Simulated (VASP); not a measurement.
Level of theory: r2SCAN meta-GGA, VASP's PBE PAW potentials (set 64) (plane waves; VASP).

A VASP calculation is set up with these files.

**KPOINTS_OPT**
```
k-points along high-symmetry lines
10
Line-mode
Reciprocal
  0.000000   0.000000   0.000000 ! GAMMA
  0.000000   0.500000   0.000000 ! X

  0.000000   0.500000   0.000000 ! X
  0.500000   0.500000   0.000000 ! M

  0.500000   0.500000   0.000000 ! M
  0.000000   0.000000   0.000000 ! GAMMA

  0.000000   0.000000   0.000000 ! GAMMA
  0.500000   0.500000   0.500000 ! R

  0.500000   0.500000   0.500000 ! R
  0.000000   0.500000   0.000000 ! X

  0.500000   0.500000   0.500000 ! R
  0.500000   0.500000   0.000000 ! M
```

File POSCAR:
```
CsPbI3
1
    6.3044977544     0.0000000000     0.0000000000
    0.0000000000     6.3044977544     0.0000000000
    0.0000000000     0.0000000000     6.3044977544
Cs Pb I
1 1 3
Direct
  0.0000000000   0.0000000000   0.0000000000
  0.5000000000   0.5000000000   0.5000000000
  0.5000000000   0.0000000000   0.5000000000
  0.0000000000   0.5000000000   0.5000000000
  0.5000000000   0.5000000000   0.0000000000
```

INCAR:
```
! general
SYSTEM  = CsPbI3
PREC    = Accurate
ENCUT   = 520
LREAL   = .FALSE.   ! projection in real space or not
LASPH   = .TRUE.   ! aspherical one-centre terms

! electronic loop
EDIFF   = 1E-7   ! SCF stop (eV)
NELM    = 100   ! most electronic steps
ALGO    = Normal
LMAXMIX = 4
LMIXTAU = .TRUE.

! smearing
ISMEAR  = -5   ! tetrahedra, Bloechl

! functional
METAGGA = R2SCAN

! ions
ISIF    = 2

! output
LWAVE   = .FALSE.
LCHARG  = .FALSE.
LORBIT  = 11   ! lm-projected
NEDOS   = 601   ! DOS grid

! other
LEFG    = .TRUE.
```

### KPOINTS
```
Automatic mesh
0
Gamma
  4 4 4
0 0 0
```

POTCAR, in this order: Cs_sv Pb_d I (PBE.64 set). Program: vasp_std.

What VASP printed:

### OUTCAR
```
 ion  position               nearest neighbor table
   1  0.000  0.000  0.000-
   2  0.500  0.500  0.500-   3 3.15   4 3.15   5 3.15   5 3.15   3 3.15   4 3.15
   3  0.500  0.000  0.500-   2 3.15   2 3.15
   4  0.000  0.500  0.500-   2 3.15   2 3.15
   5  0.500  0.500  0.000-   2 3.15   2 3.15
  LATTYP: Found a simple cubic cell.
 ALAT       =     6.3044977544
 Subroutine PRICEL returns:
 Original cell was already a primitive cell.
 Subroutine GETGRP returns: Found 48 space group operations
The static configuration has the point symmetry O_h .
The dynamic configuration has the point symmetry O_h .
 Subroutine INISYM returns: Found 48 space group operations
 Subroutine IBZKPT returns following result:
 Found     10 irreducible k-points:

 Following reciprocal coordinates:
            Coordinates               Weight
  0.000000  0.000000  0.000000      1.000000
  0.250000  0.000000  0.000000      6.000000
  0.500000  0.000000  0.000000      3.000000
  0.250000  0.250000  0.000000     12.000000
  0.500000  0.250000  0.000000     12.000000
  0.500000  0.500000  0.000000      3.000000
  0.250000  0.250000  0.250000      8.000000
  0.500000  0.250000  0.250000     12.000000
  0.500000  0.500000  0.250000      6.000000
  0.500000  0.500000  0.500000      1.000000
   k-points           NKPTS =     10   k-points in BZ     NKDIM =     10   number of bands    NBANDS=     26
   number of dos      NEDOS =    601   number of ions     NIONS =      5
   total plane-waves  NPLWV = 110592
   dimension x,y,z NGX =    48 NGY =   48 NGZ =   48
   dimension x,y,z NGXF=    96 NGYF=   96 NGZF=   96
   ions per type =               1   1   3
   PREC   = accura    normal or accurate (medium, high low for compatibility)
   ISTART =      0    job   : 0-new  1-cont  2-samecut
   ICHARG =      2    charge: 1-file 2-atom 10-const
   ISPIN  =      1    spin polarized calculation?
   LNONCOLLINEAR =      F non collinear calculations
   LSORBIT =      F    spin-orbit coupling
   INIWAV =      1    electr: 0-lowe 1-rand  2-diag
   ENCUT  =  520.0 eV  38.22 Ry    6.18 a.u.  11.72 11.72 11.72*2*pi/ulx,y,z
   NELM   =    100;   NELMIN=  2; NELMDL= -5     # of ELM steps
   EDIFF  = 0.1E-06   stopping-criterion for ELM
   LREAL  =      F    real-space projection
   NLSPLINE    = F    spline interpolate recip. space projectors
   LMAXMIX     =    4 max onsite mixed and CHGCAR
   VOSKOWN=      0    Vosko Wilk Nusair interpolation
   EDIFFG = 0.1E-05   stopping-criterion for IOM
   NSW    =      0    number of steps for IOM
   NBLOCK =      1;   KBLOCK =      1    inner block; outer block
   IBRION =     -1    ionic relax: 0-MD 1-quasi-New 2-CG
   NFREE  =      0    steps in history (QN), initial steepest desc. (CG)
   ISIF   =      2    stress and relaxation
   ISYM   =      2    0-nonsym 1-usesym 2-fastsym
   TEIN   =    0.0    initial temperature
   TEBEG  =    0.0;   TEEND  =   0.0 temperature during run
   SMASS  =  -3.00    Nose mass-parameter (am)
   PSTRESS=    0.0 pullay stress
   NELECT =      44.0000    total number of electrons
   EFERMI =   0.00;   METHOD = LEGACY
   ISMEAR =    -5;   SIGMA  =   0.20  broadening in eV -4-tet -1-fermi 0-gaus
   IALGO  =     38    algorithm
   LDIAG  =      T    sub-space diagonalisation (order eigenvalues)
   IMIX   =      4    mixing-type and parameters
     AMIX     =   0.40;   BMIX     =  1.00
     AMIX_MAG =   1.60;   BMIX_MAG =  1.00
     AMIN     =   0.10
   METAGGA = R2SCAN    functional components
   VOSKOWN =     0    Vosko Wilk Nusair interpolation
   LHFCALC =     F    Hartree Fock is set to
   LHFONE  =     F    Hartree Fock one center treatment
   AEXX    =    0.0000 exact exchange contribution
   IVDW    =     0    specifies the selected vdW correction
...
```

OSZICAR:
```
       N       E                     dE             d eps       ncg     rms          rms(c)
DAV:   1     0.222768901551E+03    0.22277E+03   -0.18122E+04   520   0.147E+03
DAV:   2    -0.128097986640E+03   -0.35087E+03   -0.34497E+03   656   0.315E+02
DAV:   3    -0.168113293959E+03   -0.40015E+02   -0.39877E+02   628   0.114E+02
DAV:   4    -0.169686684490E+03   -0.15734E+01   -0.15712E+01   680   0.320E+01
DAV:   5    -0.169741171819E+03   -0.54487E-01   -0.54461E-01   730   0.461E+00    0.415E+00
DAV:   6    -0.164820361971E+03    0.49208E+01   -0.23164E+00   714   0.188E+01    0.369E+00
DAV:   7    -0.160109125213E+03    0.47112E+01   -0.13099E+00   548   0.740E+00    0.203E+00
DAV:   8    -0.160429802416E+03   -0.32068E+00   -0.81584E-01   596   0.603E+00    0.486E-01
DAV:   9    -0.160693046364E+03   -0.26324E+00   -0.20184E-01   586   0.333E+00    0.488E-01
DAV:  10    -0.160693800925E+03   -0.75456E-03   -0.81540E-02   544   0.243E+00    0.346E-01
DAV:  11    -0.160704028534E+03   -0.10228E-01   -0.51285E-02   550   0.201E+00    0.115E-01
DAV:  12    -0.160759899617E+03   -0.55871E-01   -0.50883E-02   520   0.195E+00    0.193E-01
DAV:  13    -0.160758429735E+03    0.14699E-02   -0.45233E-03   608   0.552E-01    0.988E-02
DAV:  14    -0.160760499204E+03   -0.20695E-02   -0.15618E-03   584   0.316E-01    0.276E-02
DAV:  15    -0.160760680754E+03   -0.18155E-03   -0.43671E-03   528   0.562E-01    0.260E-02
DAV:  16    -0.160762386404E+03   -0.17056E-02   -0.85153E-04   530   0.235E-01    0.250E-02
DAV:  17    -0.160762498553E+03   -0.11215E-03   -0.68599E-05   610   0.747E-02    0.236E-02
DAV:  18    -0.160762525931E+03   -0.27378E-04   -0.60307E-05   552   0.670E-02    0.807E-03
DAV:  19    -0.160762518472E+03    0.74588E-05   -0.23739E-05   540   0.451E-02    0.403E-03
DAV:  20    -0.160762536606E+03   -0.18134E-04   -0.62051E-06   536   0.216E-02    0.318E-03
DAV:  21    -0.160762539280E+03   -0.26742E-05   -0.45605E-06   540   0.222E-02    0.379E-03
DAV:  22    -0.160762539859E+03   -0.57902E-06   -0.10466E-06   550   0.924E-03    0.219E-03
DAV:  23    -0.160762539891E+03   -0.31933E-07   -0.50868E-08   396   0.198E-03
   1 F= -.16076254E+03 E0= -.16076254E+03  d E =0.000000E+00
       N       E                     dE             ncg
       N       E                     dE             ncg
       N       E                     dE             ncg
       N       E                     dE             ncg
       N       E                     dE             ncg
       N       E                     dE             ncg
```

OUTCAR:
```
------------------------ aborting loop because EDIFF is reached ----------------------------------------
  FORCE on cell =-STRESS in cart. coord.  units (eV):
  Direction    XX          YY          ZZ          XY          YZ          ZX
  --------------------------------------------------------------------------------------
  Total        0.5704389      0.5704389      0.5704389      0.0000000      0.0000000      0.0000000
  in kB        3.6472726      3.6472726      3.6472726      0.0000000      0.0000000      0.0000000
  external PRESSURE =       3.6472726 kB  Pullay stress =       0.0000000 kB
  volume of cell :      250.58
      direct lattice vectors                 reciprocal lattice vectors
     6.304497754  0.000000000  0.000000000     0.158616917  0.000000000  0.000000000
     0.000000000  6.304497754  0.000000000     0.000000000  0.158616917  0.000000000
     0.000000000  0.000000000  6.304497754     0.000000000  0.000000000  0.158616917
 POSITION                                       TOTAL-FORCE (eV/Angst)
 -----------------------------------------------------------------------------------
      0.00000      0.00000      0.00000         0.000000      0.000000      0.000000
      3.15225      3.15225      3.15225         0.000000      0.000000      0.000000
      3.15225      0.00000      3.15225         0.000000      0.000000      0.000000
      0.00000      3.15225      3.15225         0.000000      0.000000      0.000000
      3.15225      3.15225      0.00000         0.000000      0.000000      0.000000
 -----------------------------------------------------------------------------------
    total drift:                                0.000000     -0.000000     -0.000000
  FREE ENERGIE OF THE ION-ELECTRON SYSTEM (eV)
  ---------------------------------------------------
  free  energy   TOTEN  =      -160.7625398912 eV

  energy  without entropy=     -160.7625398912  energy(sigma->0) =     -160.76253989

 total charge

# of ion       s       p       d       tot
------------------------------------------
    1        1.844   4.718   0.009   6.570
    2        1.488   0.483   9.838  11.810
    3        1.504   2.849   0.008   4.361
    4        1.504   2.849   0.008   4.361
    5        1.504   2.849   0.008   4.361
--------------------------------------------------
tot          7.845  13.748   9.870  31.463

 Electric field gradients after diagonalization (V/A^2)
 (convention: |V_zz| > |V_xx| > |V_yy|)
----------------------------------------------------------------------
 ion       V_xx      V_yy      V_zz     asymmetry (V_yy - V_xx)/ V_zz
----------------------------------------------------------------------
   1      -0.000    -0.000    -0.000      -0.249
   2       0.000     0.000     0.000      -0.124
   3    -151.673  -151.673   303.346       0.000
   4    -151.673  -151.673   303.346       0.000
   5    -151.673  -151.673   303.346       0.000
```
(Selected blocks of OUTCAR.)

The compound is CsPbI3 in the cubic perovskite structure, the ideal cubic form; the compound distorts at low or room temperature. It was relaxed first.
